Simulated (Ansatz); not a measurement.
## Au(111) with 4 layers of random Au-Ir, 2x2: scattering by chemical disorder

Wanted: resistance against the alloy's length, first Au(111) with 4 layers of random Au-Ir, 2x2.

Method: Ansatz plane-wave DFT, PBE, PAW files; ballistic transport by layer matching (Landauer), zero bias; PAW set soft_1, in Ansatz 0.2.0.

## 1. The structure

The cell holds 40 atoms: 28 Au and 12 Ir. Its edges and angles: a = 5.768 Å, b = 5.768 Å, c = 23.605 Å, α = 93.5°, β = 86.5°, γ = 120.0°. It derives from Au. Regions: lead, 24 atoms (24 Au); scattering region, 16 atoms (12 Ir and 4 Au). The structure is stacked along c, and the current runs across the ab planes.

## 2. With 4 alloy layers

In 4 layers a share of 0.75 of the sites is given to Ir at random. The layers about the cell's end stay perfect and serve as the lead. Disorder leaves little or no symmetry, which makes such runs dear. Energies from -0.05 to 0.05 eV in steps of 0.05 eV are too few for the program's thermal sum, so it prints no conductance; for a metal the transmission near the Fermi level serves, at a fraction of the cost.

Contents of input.yaml:

```yaml
crystal:
  lattice:
    - [5.7675164607, 0.0, 0.0]
    - [-2.8837582304, 4.9948157718, 0.0]
    - [1.4418791152, -0.8324692953, 23.5457873532]
  atoms:
    - { symbol: Au, position: [0.9916666667, 0.0083333333, 0.05] }
    - { symbol: Au, position: [0.9916666667, 0.5083333333, 0.05] }
    - { symbol: Au, position: [0.4916666667, 0.0083333333, 0.05] }
    - { symbol: Au, position: [0.4916666667, 0.5083333333, 0.05] }
    - { symbol: Au, position: [0.1416666667, 0.3583333333, 0.15] }
    - { symbol: Au, position: [0.1416666667, 0.8583333333, 0.15] }
    - { symbol: Au, position: [0.6416666667, 0.3583333333, 0.15] }
    - { symbol: Au, position: [0.6416666667, 0.8583333333, 0.15] }
    - { symbol: Au, position: [0.2916666667, 0.2083333333, 0.25] }
    - { symbol: Au, position: [0.2916666667, 0.7083333333, 0.25] }
    - { symbol: Au, position: [0.7916666667, 0.2083333333, 0.25] }
    - { symbol: Au, position: [0.7916666667, 0.7083333333, 0.25] }
    - { symbol: Ir, position: [0.9416666667, 0.0583333333, 0.35] }
    - { symbol: Au, position: [0.9416666667, 0.5583333333, 0.35] }
    - { symbol: Ir, position: [0.4416666667, 0.0583333333, 0.35] }
    - { symbol: Ir, position: [0.4416666667, 0.5583333333, 0.35] }
    - { symbol: Ir, position: [0.0916666667, 0.4083333333, 0.45] }
    - { symbol: Au, position: [0.0916666667, 0.9083333333, 0.45] }
    - { symbol: Ir, position: [0.5916666667, 0.4083333333, 0.45] }
    - { symbol: Ir, position: [0.5916666667, 0.9083333333, 0.45] }
    - { symbol: Ir, position: [0.2416666667, 0.2583333333, 0.55] }
    - { symbol: Ir, position: [0.2416666667, 0.7583333333, 0.55] }
    - { symbol: Au, position: [0.7416666667, 0.2583333333, 0.55] }
    - { symbol: Ir, position: [0.7416666667, 0.7583333333, 0.55] }
    - { symbol: Ir, position: [0.8916666667, 0.1083333333, 0.65] }
    - { symbol: Ir, position: [0.8916666667, 0.6083333333, 0.65] }
    - { symbol: Au, position: [0.3916666667, 0.1083333333, 0.65] }
    - { symbol: Ir, position: [0.3916666667, 0.6083333333, 0.65] }
    - { symbol: Au, position: [0.0416666667, 0.4583333333, 0.75] }
    - { symbol: Au, position: [0.0416666667, 0.9583333333, 0.75] }
    - { symbol: Au, position: [0.5416666667, 0.4583333333, 0.75] }
    - { symbol: Au, position: [0.5416666667, 0.9583333333, 0.75] }
    - { symbol: Au, position: [0.1916666667, 0.3083333333, 0.85] }
    - { symbol: Au, position: [0.1916666667, 0.8083333333, 0.85] }
    - { symbol: Au, position: [0.6916666667, 0.3083333333, 0.85] }
    - { symbol: Au, position: [0.6916666667, 0.8083333333, 0.85] }
    - { symbol: Au, position: [0.8416666667, 0.1583333333, 0.95] }
    - { symbol: Au, position: [0.8416666667, 0.6583333333, 0.95] }
    - { symbol: Au, position: [0.3416666667, 0.1583333333, 0.95] }
    - { symbol: Au, position: [0.3416666667, 0.6583333333, 0.95] }
kpoints:
  mp_grid: { grid: [5, 5, 1] }
hamiltonian:
  xc: pbe
  pseudopotentials: { kind: paw, azcp: { folder: soft_1 } }
scf:
  occupations: { method: fermi_dirac, width: 0.1 }
output:
  transmission:
    leads: [[0, 4]]
    kmesh: [10, 10]
    e_range: [-0.05, 0.05]
    de: 0.05
  write_potential: true
  write_density: true
  volumetric_format: npy
```

On the command line:

```sh
$ ansatz run input.yaml --threads 4 --pin off --max-ram 15360MiB --backend cpu --events-out ev --progress --plain --runs-dir out
```

Numbers of over 12 decimals in the logs are rounded to 6 here.

Log:

```text
Engine: ansatz 0.2.0, aarch64-unknown-linux-gnu
Pseudopotentials: kind: paw
Pseudopotential: Au, paw, valence charge 19, recommended cutoff 420 eV (normal), soft_1/Au.paw.azcp
Pseudopotential: Ir, paw, valence charge 17, recommended cutoff 420 eV (normal), soft_1/Ir.paw.azcp
Functional definition: PBE
  parameter kappa = 0.804
  parameter beta = 0.066725
  exchange = pbe_x(kappa = kappa, mu = beta*pi^2/3)
  correlation = pbe_c(beta = beta)
Crystal: 40 atoms, lattice volume = 678.300 Å³
Basis set: ecut = 420 eV, 13321 PW (Γ)
Bands: 442, of which v1, the nominal top of the filled ones, is band 368 counted from 1 (367 counted from 0)
Symmetry: 2 space group operations
Space group: C2 (ITA 5), of the structure as read, at distance tolerance 8.8e-5 Å
k-points: 9 of 25 (time reversal used)
Non-local potential: Au, projectors of the file, l = 0: 3, l = 1: 2, l = 2: 2, l = 3: 1
Non-local potential: Ir, projectors of the file, l = 0: 3, l = 1: 2, l = 2: 2, l = 3: 1
PAW form: soft (Blöchl's): semilocal exchange-correlation on the pseudo side does not see the compensation charge
PAW one-centre angular grid: Au, 590 points (default); XC on 64 Gauss nodes
PAW one-centre angular grid: Ir, 590 points (default); XC on 64 Gauss nodes
Initial density: superposition of atomic densities (chi_scale 0.1, normalization cell, long waves of neutral atoms (reshape's long-wave potential 13.45 eV rms, cloud 2.77 Å wide))
Initial wavefunctions: pseudopotential atomic-orbital guess
Functional: x = pbe(κ = 0.804, μ = 0.219515), c = pbe(β = 0.066725)
SCF iter   1: F=—  HF=-511557.527934 eV  |F-HF|=—  |Δ(HF+E_count)|=         —  Δρ=2.01e-1  dr2=3.85e3  ethr=3.10e-3  ⟨swp⟩=4.1  Hψ=11811  notcnv=0  defer=199
preconditioner: auto → Kerker (q_TF=auto, 2.766 Å⁻¹)  [metal: Δε(μ)=0.002 eV  Ē_g=8.588 eV  σ=0.100 eV  W_gap=0.01  n_scr=254 (ndim 8)  ℏωp=29.1 eV  f_vac=0.000  D(μ)=49.15/eV (n_scr^D=560)]
SCF iter   2: F=—  HF=-511486.872843 eV  |F-HF|=—  |Δ(HF+E_count)|=    7.07e1  Δρ=8.18e-2  dr2=1.06e3  ethr=3.10e-3  ⟨swp⟩=3.0  Hψ=7057  notcnv=0  defer=390
SCF iter   3: F=—  HF=-511469.731994 eV  |F-HF|=—  |Δ(HF+E_count)|=    1.71e1  Δρ=3.00e-2  dr2=3.69e1  ethr=3.10e-3  ⟨swp⟩=2.8  Hψ=6455  notcnv=0  defer=424
SCF iter   4: F=—  HF=-511467.201431 eV  |F-HF|=—  |Δ(HF+E_count)|=    2.53e0  Δρ=9.36e-3  dr2=1.46e1  ethr=3.10e-3  ⟨swp⟩=2.8  Hψ=5052  notcnv=0  defer=387
SCF iter   5: F=—  HF=-511466.981833 eV  |F-HF|=—  |Δ(HF+E_count)|=   2.20e-1  Δρ=3.56e-3  dr2=1.34e0  ethr=1.98e-3  ⟨swp⟩=1.0  Hψ=3591  notcnv=0  defer=387
SCF iter   6: F=—  HF=-511466.953427 eV  |F-HF|=—  |Δ(HF+E_count)|=   2.84e-2  Δρ=1.29e-3  dr2=4.24e-2  ethr=1.82e-4  ⟨swp⟩=1.0  Hψ=3591  notcnv=0  defer=387
SCF iter   7: F=—  HF=-511466.950100 eV  |F-HF|=—  |Δ(HF+E_count)|=   3.33e-3  Δρ=4.27e-4  dr2=7.00e-3  ethr=5.76e-6  ⟨swp⟩=1.2  Hψ=3594  notcnv=0  defer=387
SCF iter   8: F=—  HF=-511466.949541 eV  |F-HF|=—  |Δ(HF+E_count)|=   5.58e-4  Δρ=1.12e-4  dr2=4.98e-4  ethr=9.51e-7  ⟨swp⟩=1.9  Hψ=4032  notcnv=0  defer=387
SCF iter   9: F=—  HF=-511466.949384 eV  |F-HF|=—  |Δ(HF+E_count)|=   1.58e-4  Δρ=3.76e-5  dr2=6.00e-5  ethr=6.76e-8  ⟨swp⟩=2.0  Hψ=4593  notcnv=0  defer=387
SCF iter  10: F=—  HF=-511466.949717 eV  |F-HF|=—  |Δ(HF+E_count)|=   3.33e-4  Δρ=1.22e-5  dr2=8.96e-6  ethr=8.15e-9  ⟨swp⟩=1.0  Hψ=3978  notcnv=0  defer=387
SCF iter  11: F=—  HF=-511466.949716 eV  |F-HF|=—  |Δ(HF+E_count)|=   5.77e-7  Δρ=4.61e-6  dr2=1.73e-6  ethr=1.22e-9  ⟨swp⟩=1.3  Hψ=3605  notcnv=0  defer=387
SCF iter  12: F=—  HF=-511466.949716 eV  |F-HF|=—  |Δ(HF+E_count)|=   5.73e-8  Δρ=1.75e-6  dr2=1.54e-7  ethr=2.35e-10  ⟨swp⟩=1.0  Hψ=3591  notcnv=0  defer=387
SCF iter  13: F=-511466.949716 eV  HF=-511466.949716 eV  |F-HF|=1.48e-8  |Δ(HF+E_count)|=   1.41e-8  Δρ=4.81e-7  dr2=1.59e-8  ethr=1.36e-11  ⟨swp⟩=10.3  Hψ=15785  notcnv=0
SCF 1 converged in 13 iterations: F = -511466.949716 eV  dr2 = 1.59e-8
  greatest PAW one-centre occupation: 1.000 electrons in one spin orbital (limit 2), on the Au atom at site 22 (counted from 0), in its partial waves of l = 0
transmission: 183 of 1768 steps passed
transmission: 360 of 1768 steps passed
[...]
transmission: 1768 of 1768 steps passed
SCF converged after 13 iterations
Free energy (F): -511466.949716 eV
Harris-Foulkes:  -511466.949716 eV  (|F-HF|=1.48e-8)
Internal energy: -511465.837499 eV  (E = F + TS)
E sigma→0 (E₀):  -511466.393608 eV
Entropy (-TS):   -1.112217 eV (-27.805 meV/atom)
Fermi energy:    20.525195 eV
--- Per-component energies (eV) ---
  E_band       = -7706.887191
  E_kinetic    = 22618.709685
  E_local      = -65820.671135  (includes V_loc(G=0)·N_el)
  E_nonlocal   = 5018.198935
  E_hartree    = 27650.012316
  E_xc         = -8771.271431
  E_vxc        = -10374.559632  (∫ρ·V_xc dr)
  E_paw        = -383660.035908  (= ΣΔE_a)
  E_vpaw       = -14448.632614  (= ΣTr[D̂ρ^β])
  E_aug_tail   = 0.051805  (compensation charges beyond the density's cutoff)
  E_ewald      = -108500.831766
  E_smearing   = -1.112217  (= −TS)
  E_closure    = 0.000000  (closes the sum)
  Σ components = -511466.949716   (vs F -511466.949716, Δ=0.00e0)
--- Band table (eV; the first three rows and the last of 9) ---
  k-point 0: bands = [... 364 lower, 20.6852, 20.7271, 20.7481, 20.7903, 20.9032, 20.9293, 20.9510, 21.0332, ... 70 higher]
  k-point 1: bands = [... 364 lower, 20.4837, 20.5118, 20.5366, 20.6058, 20.6739, 20.6794, 20.7492, 20.7853, ... 70 higher]
  k-point 2: bands = [... 364 lower, 20.2153, 20.3126, 20.3490, 20.3949, 20.4541, 20.5117, 20.6198, 20.6426, ... 70 higher]
  k-point 8: bands = [... 364 lower, 20.2994, 20.3109, 20.3224, 20.3429, 20.4341, 20.5690, 20.5925, 20.6936, ... 70 higher]
--- Transmission ---
  basis      : 253 plane waves across, 34 finite elements along
  points     : 52, standing for a mesh of 10 x 10
  energies   : 3 from -0.050000 to 0.050000 eV about the Fermi level, 0.050000 eV apart; the leads are filled to 0.000000 eV, and channels, transmission and decay are at 0.000000 eV
  crystal 0  : Au4, at the sites [0, 4], period 2.3546 Å, over 14.13 Å; its Hamiltonian steps by up to 17.9 meV
    offset         : up to 0.0000 Å between an atom of the period and one for which it stands
    channels       : 3.210000e0 a spin
    conductance    : none, the energies end too early or step too widely for 300 K: set another output.transmission.e_range or a lower de, or, where they end at an eighth of basis.ecutwfc, a higher one
  junction   : crystal 0 to crystal 0, 0.70 to 21.89 Å
    transmission   : 1.551978e0 a spin
    conductance    : none, the energies end too early or step too widely for 300 K: set another output.transmission.e_range or a lower de, or, where they end at an eighth of basis.ecutwfc, a higher one
```

It took 9.3 min on 4 threads of Arm Neoverse V2, shared host; peak memory 5.9 GiB.

Numbers from this step:

* free energy: -511466.9497 eV
* energy at zero smearing: -511466.3936 eV
* Fermi energy: 20.53 eV
* cell area: 28.81 Å²
* transmission per spin nearest the Fermi level: 1.552
* open channels per spin nearest the Fermi level: 3.21
* step of the lead's potential: 17.9 meV

Per spin. Transmission, zone mean against energy, zero at the Fermi level:

| energy (eV) | transmission, zone mean |
| --- | --- |
| -0.0500 | 1.52 |
| 0.0000 | 1.55 |
| 0.0500 | 1.61 |

Per spin. The open channels, zone mean, lead stays at 3.21 for energy from -0.05 to 0.05 eV.

Transmission over k1 and k2. At 0.0000 eV from the Fermi level.

Ten even steps from '_' (1.24) to '@' (2.47):
```
--@@..::..**______..
....**__----......__
..::__--::**--__..__
....--::______--..__
++**--**__##__**--**
..__..--______::--..
..__..__--**::--__::
..__......----__**..
--..______**..::..@@
@@--......++......--
```
Columns: k1 (b1) from -0.5 to 0.4; rows upwards: k2 (b2) from -0.5 to 0.4.

Open channels over k1 and k2. At 0.0000 eV from the Fermi level.

Ten even steps from '_' (3.00) to '@' (4.00):
```
__@@______@@________
____@@____@@________
______@@__@@________
____________________
@@@@@@@@______@@@@@@
____________________
__________@@__@@____
__________@@____@@__
__________@@______@@
@@________@@________
```
Columns: k1 (b1) from -0.5 to 0.4; rows upwards: k2 (b2) from -0.5 to 0.4.

Over the solved energies the transmission per spin lies between 1.52 and 1.61, out of 3.21 channels of the lead on average (up to 3.21).

## 3. With 8 alloy layers

In 8 layers a share of 0.75 of the sites is given to Ir at random. A fresh draw is used; the growth of the resistance with length is what counts.

System of this step: Au(111) with 8 layers of random Au-Ir, 2x2. The cell holds 56 atoms: 32 Au and 24 Ir. Cell: a = 5.768 Å, b = 5.768 Å, c = 33.006 Å, α = 87.5°, β = 92.5°, γ = 120.0°. It derives from Au. Regions: lead, 24 atoms (24 Au); scattering region, 32 atoms (8 Au and 24 Ir). The structure is stacked along c, and the current runs across the ab planes.

Contents of input.yaml:

```yaml
crystal:
  lattice:
    - [5.7675164607, 0.0, 0.0]
    - [-2.8837582304, 4.9948157718, 0.0]
    - [-1.4418791152, 0.8324692953, 32.9641022945]
  atoms:
    - { symbol: Au, position: [0.005952381, 0.994047619, 0.0357142857] }
    - { symbol: Au, position: [0.005952381, 0.494047619, 0.0357142857] }
    - { symbol: Au, position: [0.505952381, 0.994047619, 0.0357142857] }
    - { symbol: Au, position: [0.505952381, 0.494047619, 0.0357142857] }
    - { symbol: Au, position: [0.1845238095, 0.3154761905, 0.1071428571] }
    - { symbol: Au, position: [0.1845238095, 0.8154761905, 0.1071428571] }
    - { symbol: Au, position: [0.6845238095, 0.3154761905, 0.1071428571] }
    - { symbol: Au, position: [0.6845238095, 0.8154761905, 0.1071428571] }
    - { symbol: Au, position: [0.3630952381, 0.1369047619, 0.1785714286] }
    - { symbol: Au, position: [0.3630952381, 0.6369047619, 0.1785714286] }
    - { symbol: Au, position: [0.8630952381, 0.1369047619, 0.1785714286] }
    - { symbol: Au, position: [0.8630952381, 0.6369047619, 0.1785714286] }
    - { symbol: Au, position: [0.0416666667, 0.9583333333, 0.25] }
    - { symbol: Ir, position: [0.0416666667, 0.4583333333, 0.25] }
    - { symbol: Ir, position: [0.5416666667, 0.9583333333, 0.25] }
    - { symbol: Ir, position: [0.5416666667, 0.4583333333, 0.25] }
    - { symbol: Ir, position: [0.2202380952, 0.2797619048, 0.3214285714] }
    - { symbol: Ir, position: [0.2202380952, 0.7797619048, 0.3214285714] }
    - { symbol: Ir, position: [0.7202380952, 0.2797619048, 0.3214285714] }
    - { symbol: Au, position: [0.7202380952, 0.7797619048, 0.3214285714] }
    - { symbol: Ir, position: [0.3988095238, 0.1011904762, 0.3928571429] }
    - { symbol: Ir, position: [0.3988095238, 0.6011904762, 0.3928571429] }
    - { symbol: Ir, position: [0.8988095238, 0.1011904762, 0.3928571429] }
    - { symbol: Au, position: [0.8988095238, 0.6011904762, 0.3928571429] }
    - { symbol: Ir, position: [0.0773809524, 0.9226190476, 0.4642857143] }
    - { symbol: Ir, position: [0.0773809524, 0.4226190476, 0.4642857143] }
    - { symbol: Au, position: [0.5773809524, 0.9226190476, 0.4642857143] }
    - { symbol: Ir, position: [0.5773809524, 0.4226190476, 0.4642857143] }
    - { symbol: Ir, position: [0.255952381, 0.244047619, 0.5357142857] }
    - { symbol: Ir, position: [0.255952381, 0.744047619, 0.5357142857] }
    - { symbol: Ir, position: [0.755952381, 0.244047619, 0.5357142857] }
    - { symbol: Ir, position: [0.755952381, 0.744047619, 0.5357142857] }
    - { symbol: Au, position: [0.4345238095, 0.0654761905, 0.6071428571] }
    - { symbol: Ir, position: [0.4345238095, 0.5654761905, 0.6071428571] }
    - { symbol: Au, position: [0.9345238095, 0.0654761905, 0.6071428571] }
    - { symbol: Ir, position: [0.9345238095, 0.5654761905, 0.6071428571] }
    - { symbol: Ir, position: [0.1130952381, 0.8869047619, 0.6785714286] }
    - { symbol: Ir, position: [0.1130952381, 0.3869047619, 0.6785714286] }
    - { symbol: Ir, position: [0.6130952381, 0.8869047619, 0.6785714286] }
    - { symbol: Ir, position: [0.6130952381, 0.3869047619, 0.6785714286] }
    - { symbol: Ir, position: [0.2916666667, 0.2083333333, 0.75] }
    - { symbol: Ir, position: [0.2916666667, 0.7083333333, 0.75] }
    - { symbol: Au, position: [0.7916666667, 0.2083333333, 0.75] }
    - { symbol: Au, position: [0.7916666667, 0.7083333333, 0.75] }
    - { symbol: Au, position: [0.4702380952, 0.0297619048, 0.8214285714] }
    - { symbol: Au, position: [0.4702380952, 0.5297619048, 0.8214285714] }
    - { symbol: Au, position: [0.9702380952, 0.0297619048, 0.8214285714] }
    - { symbol: Au, position: [0.9702380952, 0.5297619048, 0.8214285714] }
    - { symbol: Au, position: [0.1488095238, 0.8511904762, 0.8928571429] }
    - { symbol: Au, position: [0.1488095238, 0.3511904762, 0.8928571429] }
    - { symbol: Au, position: [0.6488095238, 0.8511904762, 0.8928571429] }
    - { symbol: Au, position: [0.6488095238, 0.3511904762, 0.8928571429] }
    - { symbol: Au, position: [0.3273809524, 0.1726190476, 0.9642857143] }
    - { symbol: Au, position: [0.3273809524, 0.6726190476, 0.9642857143] }
    - { symbol: Au, position: [0.8273809524, 0.1726190476, 0.9642857143] }
    - { symbol: Au, position: [0.8273809524, 0.6726190476, 0.9642857143] }
kpoints:
  mp_grid: { grid: [5, 5, 1] }
hamiltonian:
  xc: pbe
  pseudopotentials: { kind: paw, azcp: { folder: soft_1 } }
scf:
  occupations: { method: fermi_dirac, width: 0.1 }
output:
  transmission:
    leads: [[0, 4]]
    kmesh: [10, 10]
    e_range: [-0.05, 0.05]
    de: 0.05
  write_potential: true
  write_density: true
  volumetric_format: npy
```

Log:

```text
[...]
Crystal: 56 atoms, lattice volume = 949.619 Å³
Basis set: ecut = 420 eV, 18659 PW (Γ)
Bands: 610, of which v1, the nominal top of the filled ones, is band 508 counted from 1 (507 counted from 0)
Symmetry: 1 space group operations
[...]
k-points: 13 of 25 (time reversal used)
[...]
SCF iter   1: F=—  HF=-707447.514447 eV  |F-HF|=—  |Δ(HF+E_count)|=         —  Δρ=2.36e-1  dr2=1.36e4  ethr=3.10e-3  ⟨swp⟩=4.1  Hψ=23449  notcnv=0  defer=399
[...]
the mixing steps aren't corrected for partly filled atomic shells, since the memory limit or a GPU had no room for it. The iterations and, of several solutions, the one reached can differ
SCF iter   2: F=—  HF=-707321.120238 eV  |F-HF|=—  |Δ(HF+E_count)|=    1.26e2  Δρ=8.49e-2  dr2=3.42e2  ethr=3.10e-3  ⟨swp⟩=3.0  Hψ=16618  notcnv=0  defer=734
[...]
SCF iter  22: F=-707307.258497 eV  HF=-707307.258497 eV  |F-HF|=3.12e-8  |Δ(HF+E_count)|=   7.33e-9  Δρ=7.85e-7  dr2=3.44e-8  ethr=9.84e-12  ⟨swp⟩=9.5  Hψ=23734  notcnv=0
SCF 1 converged in 22 iterations: F = -707307.258497 eV  dr2 = 3.44e-8
[...]
transmission: 282 of 2808 steps passed
transmission: 562 of 2808 steps passed
[...]
transmission: 2808 of 2808 steps passed
SCF converged after 22 iterations
Free energy (F): -707307.258497 eV
[...]
Internal energy: -707305.415782 eV  (E = F + TS)
E sigma→0 (E₀):  -707306.337140 eV
Entropy (-TS):   -1.842715 eV (-32.906 meV/atom)
Fermi energy:    20.488539 eV
[...]
--- Band table (eV; the first three rows and the last of 13) ---
  k-point 0: bands = [... 504 lower, 20.7515, 20.7730, 20.8280, 20.8568, 20.9155, 20.9600, 20.9754, 20.9901, ... 98 higher]
  k-point 1: bands = [... 504 lower, 20.5310, 20.5678, 20.6142, 20.6391, 20.6432, 20.6713, 20.7127, 20.7346, ... 98 higher]
  k-point 2: bands = [... 504 lower, 20.2395, 20.2670, 20.3040, 20.3360, 20.3604, 20.4041, 20.4749, 20.5155, ... 98 higher]
  k-point 12: bands = [... 504 lower, 20.3323, 20.3623, 20.3979, 20.4398, 20.4686, 20.5402, 20.5936, 20.6104, ... 98 higher]
--- Transmission ---
  basis      : 253 plane waves across, 54 finite elements along
  points     : 52, standing for a mesh of 10 x 10
[...]
channels       : 3.190000e0 a spin
[...]
junction   : crystal 0 to crystal 0, 0.70 to 31.31 Å
    transmission   : 1.161625e0 a spin
[...]
```

Run time: 21 min. Hardware: 4 threads; peak memory 11 GiB.

Numbers from this step:

| Item | Value |
| --- | --- |
| free energy | -707307.2585 eV |
| energy at zero smearing | -707306.3371 eV |
| Fermi energy | 20.49 eV |
| transmission per spin nearest the Fermi level | 1.162 |
| open channels per spin nearest the Fermi level | 3.19 |
| step of the lead's potential | 14.3 meV |

Per spin. Transmission, zone mean against energy, zero at the Fermi level:

| energy (eV) | transmission, zone mean |
| --- | --- |
| -0.0500 | 1.15 |
| 0.0000 | 1.16 |
| 0.0500 | 1.15 |

Over the solved energies the transmission per spin lies between 1.15 and 1.16, out of 3.20 channels of the lead on average (up to 3.21).

(Part 1 of 2 ends here.)

[Logs are printed without paths, hosts, clocks, repeated set-up lines and the standing remarks that a program may print on its own settings, such as how far it seeks lower states.]

[Hosts, paths, dates, database ids (printed as entryN), source tags and the programs' standing remarks are cut or masked in the printed files.]
